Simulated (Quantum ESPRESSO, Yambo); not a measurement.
Planning a run of Quantum ESPRESSO 7.5 on ZrSe2 (1T monolayer). The input:

```
&control
  calculation = 'scf'
  prefix = 'x'
  outdir = 'o'
  pseudo_dir = 'pseudo'
/
&system
  ibrav = 0
  nat = 3
  ntyp = 2
  ecutwfc = 104.0
  nbnd = 35
  force_symmorphic = .true.
/
&electrons
  conv_thr = 1e-10
  electron_maxstep = 80
  mixing_beta = 0.5
/
ATOMIC_SPECIES
  Zr 91.224 Zr.upf
  Se 78.971 Se.upf
CELL_PARAMETERS angstrom
  3.8463144020 0.0000000002 0.0000000000
  -1.9231572012 3.3310059830 0.0000000000
  0.0000000000 0.0000000000 16.0000000000
ATOMIC_POSITIONS crystal
  Zr 0.0000000000 0.0000000000 0.5000000000
  Se 0.3333333333 0.6666666667 0.5974602379
  Se 0.6666666667 0.3333333333 0.4025397621
K_POINTS automatic
  9 9 1 0 0 0
```

```sh
OMP_NUM_THREADS=1 mpirun -n 8 pw.x -nk 8 -in pw.in > pw.out
```

Question: How long will it take on 8 MPI ranks of AMD EPYC 7R43, shared host, and how much memory?

It took 62 s; on shared hardware allow 31 s to 2.1 min. Peak host memory was 1.8 GiB.

[Paths, hosts, dates, memory and timing lines, banners, echoed tables and standing remarks are left out of the program output.]

[Logs are printed without paths, hosts, clocks, repeated set-up lines and the standing remarks that a program may print on its own settings, such as how far it seeks lower states.]

[Runs of the session that timed out or met a known fault of the program may be left out.]

[Hosts, paths, dates, database ids (printed as entryN), source tags and the programs' standing remarks are cut or masked in the printed files.]
